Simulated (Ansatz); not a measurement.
Born–Oppenheimer molecular dynamics of a periodic cell of 12 atoms, HF (contents 6 HF, density as packed 1.09 g/cm³ with natural masses). It starts from a partly relaxed structure (largest force component 0.07 eV/Å).

Computed with DFT PBE-D3(BJ), scalar-relativistic, plane waves, PAW (Ansatz 0.2.0). Settings: accuracy low, cutoff 420 eV, k mesh 1x1x1, fermi-dirac smearing 0.05 eV, no spin polarisation.

| Item | Value |
| --- | --- |
| ensemble | NVT, Langevin thermostat |
| time step | 0.5 fs |
| steps asked | 300 |
| set temperature | 700 K |
| friction | 0.02 /fs |
| seed | 992361 |

Frames 2.5 fs apart, positions in Å, forces in eV/Å.

Velocities at 25.0 fs (Å/ps):

```
F 3.16 -3.46 0.15
H -2.54 3.50 30.86
F -0.31 -0.35 0.59
H -15.68 -5.52 26.64
F -0.43 11.77 1.02
H 12.60 20.80 -1.18
F -4.26 8.81 2.05
H -16.62 23.19 1.82
F 2.78 1.41 -0.48
H 4.85 -13.11 -14.01
F -0.47 5.47 3.79
H 34.12 9.27 38.58
```

```xyz
12
Lattice="5.6836 0.0000 0.0000 0.0000 5.6836 0.0000 0.0000 0.0000 5.6836" Properties=species:S:1:pos:R:3:forces:R:3 time_fs=25.0 energy_less_start_eV=0.641 T=420
F 2.965 1.015 3.684 -0.28 0.05 -0.75
H 2.736 0.789 2.774 0.17 0.14 1.02
F 1.965 4.843 2.088 -0.19 -0.84 0.16
H 1.546 4.558 1.180 0.55 1.13 0.94
F 6.105 3.733 3.639 0.87 0.81 -0.16
H 6.684 4.304 3.009 -0.40 -0.76 0.45
F -0.073 1.337 2.500 0.05 -0.94 -1.01
H -0.092 1.915 3.211 -0.02 0.93 0.78
F 0.896 5.025 5.820 -0.32 -0.17 -0.62
H 0.958 4.361 5.133 -0.52 -0.09 -0.61
F 2.282 2.606 5.969 0.11 -0.06 -1.09
H 2.429 2.405 5.040 -0.03 -0.20 0.88
12
Lattice="5.6836 0.0000 0.0000 0.0000 5.6836 0.0000 0.0000 0.0000 5.6836" Properties=species:S:1:pos:R:3:forces:R:3 time_fs=27.5 energy_less_start_eV=0.739 T=466
F 2.973 1.006 3.682 0.65 0.81 2.66
H 2.739 0.809 2.839 -0.69 -0.60 -2.41
F 1.963 4.842 2.090 0.20 -0.54 1.39
H 1.506 4.564 1.260 0.15 0.73 -0.52
F 6.103 3.764 3.645 1.11 0.97 -0.44
H 6.710 4.334 2.995 -0.67 -0.98 0.86
F -0.087 1.358 2.507 -0.01 0.33 0.51
H -0.130 1.977 3.232 0.10 -0.32 -0.74
F 0.906 5.029 5.818 -0.36 -0.78 -1.29
H 0.943 4.349 5.109 -0.54 0.63 0.16
F 2.279 2.623 5.978 -0.72 0.66 2.42
H 2.522 2.434 5.138 0.79 -0.92 -2.58
12
Lattice="5.6836 0.0000 0.0000 0.0000 5.6836 0.0000 0.0000 0.0000 5.6836" Properties=species:S:1:pos:R:3:forces:R:3 time_fs=30.0 energy_less_start_eV=0.608 T=593
F 2.985 0.993 3.688 0.05 0.30 0.45
H 2.719 0.821 2.807 -0.09 -0.06 -0.16
F 1.957 4.844 2.095 0.74 -0.15 2.32
H 1.461 4.604 1.318 -0.28 0.27 -1.70
F 6.102 3.793 3.655 0.69 0.71 -0.31
H 6.677 4.343 2.997 -0.38 -0.76 0.82
F -0.101 1.385 2.511 -0.03 0.58 0.70
H -0.157 2.038 3.214 0.15 -0.59 -0.91
F 0.911 5.029 5.820 -0.58 -0.27 -1.10
H 0.882 4.394 5.083 -0.33 0.27 0.06
F 2.268 2.643 5.994 0.45 -0.20 -0.91
H 2.647 2.425 5.142 -0.40 -0.12 0.74
12
Lattice="5.6836 0.0000 0.0000 0.0000 5.6836 0.0000 0.0000 0.0000 5.6836" Properties=species:S:1:pos:R:3:forces:R:3 time_fs=32.5 energy_less_start_eV=0.708 T=570
F 3.003 0.976 3.692 -0.60 0.09 -1.46
H 2.680 0.846 2.771 0.56 0.11 1.80
F 1.955 4.845 2.105 0.06 -0.21 1.00
H 1.420 4.685 1.289 0.56 0.35 -0.33
F 6.104 3.818 3.663 -1.00 -0.80 1.42
H 6.597 4.334 3.044 1.15 0.69 -0.99
F -0.113 1.415 2.513 0.12 -0.78 -0.74
H -0.179 2.074 3.154 0.00 0.73 0.54
F 0.916 5.028 5.812 -0.69 0.72 -0.36
H 0.805 4.428 5.086 -0.19 -0.53 -0.67
F 2.255 2.662 6.008 1.62 -0.82 -2.64
H 2.749 2.404 5.159 -1.59 0.45 2.43
12
Lattice="5.6836 0.0000 0.0000 0.0000 5.6836 0.0000 0.0000 0.0000 5.6836" Properties=species:S:1:pos:R:3:forces:R:3 time_fs=35.0 energy_less_start_eV=0.492 T=770
F 3.030 0.955 3.689 0.23 0.39 0.79
H 2.645 0.869 2.846 -0.25 -0.23 -0.46
F 1.956 4.836 2.123 -0.39 -0.05 0.24
H 1.428 4.788 1.253 0.83 0.05 0.39
F 6.106 3.839 3.675 -1.09 -0.80 1.42
H 6.585 4.362 3.043 1.22 0.66 -1.03
F -0.120 1.439 2.511 0.13 -0.55 -0.50
H -0.203 2.145 3.105 0.03 0.50 0.31
F 0.920 5.026 5.800 -0.80 0.57 -0.77
H 0.723 4.427 5.064 0.06 -0.19 -0.21
F 2.242 2.676 6.013 0.04 -0.04 0.08
H 2.769 2.404 5.291 -0.01 -0.30 -0.25
12
Lattice="5.6836 0.0000 0.0000 0.0000 5.6836 0.0000 0.0000 0.0000 5.6836" Properties=species:S:1:pos:R:3:forces:R:3 time_fs=37.5 energy_less_start_eV=0.561 T=634
F 3.053 0.934 3.686 0.27 0.35 0.79
H 2.569 0.888 2.895 -0.27 -0.14 -0.43
F 1.955 4.823 2.140 -0.48 0.18 0.23
H 1.471 4.889 1.241 0.45 -0.32 0.13
F 6.110 3.859 3.688 0.13 0.63 -0.34
H 6.653 4.426 2.980 0.01 -0.84 0.74
F -0.126 1.460 2.507 0.02 0.60 0.36
H -0.218 2.233 3.063 0.22 -0.59 -0.51
F 0.924 5.024 5.785 -0.90 0.29 -0.98
H 0.620 4.428 5.040 0.50 0.20 0.15
F 2.232 2.694 6.016 -1.61 0.83 2.00
H 2.787 2.388 5.390 1.67 -1.18 -2.14
12
Lattice="5.6836 0.0000 0.0000 0.0000 5.6836 0.0000 0.0000 0.0000 5.6836" Properties=species:S:1:pos:R:3:forces:R:3 time_fs=40.0 energy_less_start_eV=0.670 T=389
F 3.068 0.920 3.685 -0.48 0.29 -0.29
H 2.507 0.888 2.913 0.50 0.00 0.71
F 1.956 4.814 2.156 -0.41 0.36 0.04
H 1.514 4.959 1.243 0.12 -0.57 -0.07
F 6.116 3.874 3.701 0.37 0.86 -0.93
H 6.715 4.455 2.930 -0.41 -1.18 1.28
F -0.130 1.483 2.506 0.10 0.21 0.04
H -0.192 2.283 3.010 0.19 -0.15 -0.14
F 0.928 5.020 5.766 -0.63 0.71 -0.25
H 0.554 4.467 5.029 0.57 -0.15 -0.24
F 2.222 2.708 6.018 1.38 -0.90 -1.17
H 2.848 2.328 5.373 -1.30 0.52 1.02
12
Lattice="5.6836 0.0000 0.0000 0.0000 5.6836 0.0000 0.0000 0.0000 5.6836" Properties=species:S:1:pos:R:3:forces:R:3 time_fs=42.5 energy_less_start_eV=0.655 T=476
F 3.078 0.906 3.684 -0.19 0.32 0.16
H 2.476 0.880 2.958 0.20 -0.04 0.27
F 1.949 4.805 2.175 -0.20 0.64 -0.96
H 1.578 4.997 1.204 0.00 -0.91 0.79
F 6.120 3.886 3.713 0.30 0.58 -0.86
H 6.760 4.418 2.969 -0.65 -0.90 0.91
F -0.132 1.511 2.506 0.15 -0.12 -0.18
H -0.155 2.338 2.953 0.12 0.17 0.13
F 0.925 5.014 5.748 -0.22 1.23 0.52
H 0.535 4.514 5.004 0.39 -0.60 -0.65
F 2.217 2.726 6.010 0.97 -0.73 -0.72
H 2.828 2.307 5.397 -0.86 0.34 0.57
12
Lattice="5.6836 0.0000 0.0000 0.0000 5.6836 0.0000 0.0000 0.0000 5.6836" Properties=species:S:1:pos:R:3:forces:R:3 time_fs=45.0 energy_less_start_eV=0.585 T=571
F 3.091 0.892 3.687 0.07 0.36 0.51
H 2.449 0.850 3.009 -0.09 -0.10 -0.11
F 1.937 4.802 2.191 0.24 0.63 -1.15
H 1.650 4.979 1.205 -0.30 -0.82 0.82
F 6.127 3.895 3.723 -0.38 -0.20 -0.26
H 6.758 4.339 3.043 -0.16 -0.11 0.00
F -0.130 1.541 2.497 0.21 0.63 0.16
H -0.098 2.411 2.891 -0.01 -0.68 -0.18
F 0.923 5.016 5.733 -0.56 0.62 -0.21
H 0.551 4.522 4.928 0.82 0.09 0.56
F 2.213 2.746 5.997 -0.49 0.34 0.75
H 2.762 2.307 5.410 0.64 -0.75 -0.90
12
Lattice="5.6836 0.0000 0.0000 0.0000 5.6836 0.0000 0.0000 0.0000 5.6836" Properties=species:S:1:pos:R:3:forces:R:3 time_fs=47.5 energy_less_start_eV=0.624 T=575
F 3.104 0.884 3.692 0.05 0.39 0.50
H 2.425 0.805 3.053 -0.07 -0.13 -0.14
F 1.929 4.803 2.202 0.74 0.37 -0.11
H 1.695 4.919 1.254 -0.61 -0.38 -0.43
F 6.137 3.906 3.736 -1.62 -1.28 0.69
H 6.752 4.261 3.098 1.00 0.78 -1.27
F -0.123 1.571 2.484 0.12 -0.88 -0.46
H -0.023 2.427 2.813 -0.02 0.73 0.44
F 0.916 5.029 5.715 -0.47 0.30 -0.39
H 0.621 4.514 4.879 0.70 0.53 1.31
F 2.206 2.763 5.986 -0.34 0.28 0.62
H 2.712 2.288 5.382 0.52 -0.72 -0.77
12
Lattice="5.6836 0.0000 0.0000 0.0000 5.6836 0.0000 0.0000 0.0000 5.6836" Properties=species:S:1:pos:R:3:forces:R:3 time_fs=50.0 energy_less_start_eV=0.604 T=559
F 3.113 0.879 3.699 -0.66 0.27 -0.08
H 2.396 0.751 3.083 0.62 0.05 0.45
F 1.925 4.807 2.208 1.05 0.23 0.78
H 1.696 4.836 1.284 -0.77 -0.10 -1.57
F 6.144 3.916 3.748 -0.54 -0.93 -0.58
H 6.794 4.224 3.063 -0.10 0.28 -0.08
F -0.117 1.596 2.465 0.19 -0.31 -0.25
H 0.062 2.467 2.749 -0.14 0.15 0.30
F 0.912 5.048 5.697 0.24 1.34 1.60
H 0.751 4.538 4.909 -0.08 -0.57 -0.41
F 2.200 2.776 5.973 1.05 -1.12 -1.10
H 2.703 2.238 5.335 -0.86 0.70 0.94
12
Lattice="5.6836 0.0000 0.0000 0.0000 5.6836 0.0000 0.0000 0.0000 5.6836" Properties=species:S:1:pos:R:3:forces:R:3 time_fs=52.5 energy_less_start_eV=0.637 T=554
F 3.118 0.879 3.708 -0.59 0.26 0.06
H 2.386 0.709 3.125 0.52 0.06 0.28
F 1.925 4.811 2.211 0.45 -0.04 -0.92
H 1.654 4.753 1.245 -0.29 0.26 -0.03
F 6.145 3.922 3.753 0.04 -0.84 -1.03
H 6.816 4.193 3.034 -0.43 0.30 0.39
F -0.113 1.619 2.445 0.65 1.30 0.24
H 0.144 2.515 2.721 -0.67 -1.48 -0.13
F 0.909 5.069 5.683 0.40 1.65 2.46
H 0.890 4.522 4.926 -0.25 -1.08 -1.14
F 2.201 2.793 5.959 0.55 -0.68 -0.60
H 2.643 2.229 5.325 -0.36 0.29 0.43
```

Of the whole run (150 fs, mean temperature of the second half 850 K): The mean temperature of the second half is 21 % above the set value. A run of 0.15 ps of so small a system gives no equilibrium averages. Limits of this set-up: coarse k mesh, low accuracy level.

Run time: 3.5 min on 1 thread of Intel(R) Xeon(R) Platinum 8259CL CPU @ 2.50GHz (Skylake/Cascade Lake), on a shared host, peak memory 0.37 GiB.
